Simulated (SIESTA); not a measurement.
**W2C under changes of volume**

One of the cells (12.729 Å³/atom); the others are scaled copies at fixed shape and fractional positions:

```
W C
1.0
     3.07005    0.00000    0.00000
    -1.53502    2.65874    0.00000
     0.00000    0.00000    4.67843
W C
2 1
Direct
  0.66667 0.33333 0.25367
  0.33333 0.66667 0.74633
  0.00000 0.00000 0.00000
```

The cell comes from a database or a generator and needn't be the stable form of this composition.

* Program: SIESTA 5.4.2
* Functional: LDA
* Potentials or basis: PseudoDojo 0.4 standard (LDA files)
* Basis: DZP (energy shift 0.003 Ry; two zetas on semicore shells)
* Grid cutoff: 800 Ry
* Energy shift: 0.003 Ry
* k mesh: 10 × 10 × 6
* Occupations: fermi-dirac, width 0.05 eV
* Spin: no spin polarisation

```csv
volume (Å³/atom),energy over the lowest point (meV/atom),pressure (GPa),largest force (eV/Å)
11.965,10.17,10.7,0.832
12.220,0.00,2.4,0.616
12.475,2.31,-5.0,0.412
12.729,15.72,-11.7,0.225
12.984,39.08,-17.6,0.051
13.238,?,?,?
13.493,111.63,-27.6,0.267
```

What does the run at 13.238 Å³/atom give?

Energy over the lowest point 71.37 meV/atom; pressure -22.8 GPa; largest force 0.114 eV/Å.

Worked out: A Birch-Murnaghan fit of order 3 (a polynomial in V^(-2/3)) to the other rows has its minimum at 12.30 Å³/atom with B0 = V·E''(V) = 365 GPa and B' = 4.4 at fixed shape and positions, which overstates the stiffness. It gives 71.30 meV/atom at 13.238 Å³/atom, against the run's 71.37, and -dE/dV = -22.9 GPa, against -22.8.

Energies are extrapolated to zero smearing.

Caveats: short orbitals over semicore shells can move pressures by several GPa; the basis of atomic orbitals isn't converged, which shifts pressures, moduli and gaps.
